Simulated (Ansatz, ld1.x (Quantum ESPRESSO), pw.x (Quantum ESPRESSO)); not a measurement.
**From atom to crystal: PAW potential for Al**

- Element: Al (Z = 13)
- Generator: ld1.x (Quantum ESPRESSO) 7.5
- Type: PAW
- Functional: PBE
- Relativity: scalar-relativistic
- Frozen core: [Ne]
- Valence charge: 3
- Reference configuration: 3s2 3p1
- Partial waves: 3s (bound): rcut 1.45, rcutus 1.90 bohr; 3s channel at 0.55 Ry: rcut 1.45, rcutus 1.90 bohr; 3p (bound): rcut 1.40, rcutus 2.14 bohr; 3p channel at 0.3 Ry: rcut 1.40, rcutus 2.14 bohr; 3d channel at 0.15 Ry: rcut 1.80, rcutus 2.15 bohr
- Local potential: all-electron potential smoothed inside 1.55 bohr (lloc = -1)
- Core correction: Bessel-smoothed model core, default radius (core density twice the valence density)
- Augmentation charge: PSQ, inside the norm-conserving radii

Crystal test: bcc Al in pw.x 7.5, no spin, 14³ k-points, Fermi–Dirac smearing 0.01 Ry, cutoffs 40/320 Ry. The reference is all-electron LAPW (Ansatz 0.2.0) with the same functional, mesh and smearing; V0 and B0 come from Birch–Murnaghan fits to the pressures at five volumes. Errors are pseudo minus all-electron; Δ is the rms difference of the E(V) curves that follow from these fits, minima aligned, over ±6 % about the mean V0. Mesh and smearing are coarse, so the numbers serve the comparison and aren't converged zero-temperature values; the lattice is a test structure that the element need not adopt.

All-electron: a0 = 3.237 Å (V0 = 16.96 Å³/atom), B0 = 68.4 GPa.

Question: How far does the potential miss the all-electron equation of state?

Answer: mean pressure error (GPa): +0.09; a0 (Å): 3.239; a0 error (%): +0.04; B0 error (%): +0.5; Δ (meV/atom): 0.3.

```
V (Å³/atom)  P all-electron (GPa)  P pseudo (GPa)
     16.098                  4.02            4.15
     16.521                  1.91            2.02
     16.945                  0.07            0.16
     17.369                 -1.53           -1.47
     17.792                 -2.94           -2.89
```

Question: At the middle volume, how do free energy and pressure move when the wave cutoff is lowered (ecutrho held at 320 Ry)?

Answer:

| cutoff (Ry) | shift of F (meV/atom) | shift of P (GPa) |
| --- | --- | --- |
| 18 | +4.2 | -0.06 |
| 24 | +0.7 | -0.01 |
| 32 | +0.3 | +0.00 |

The run at the middle volume (104 k-points, 5 iterations) took about 6.4 s on one core of a shared host (Neoverse-V1, 32 threads, 247 GiB, load 21).
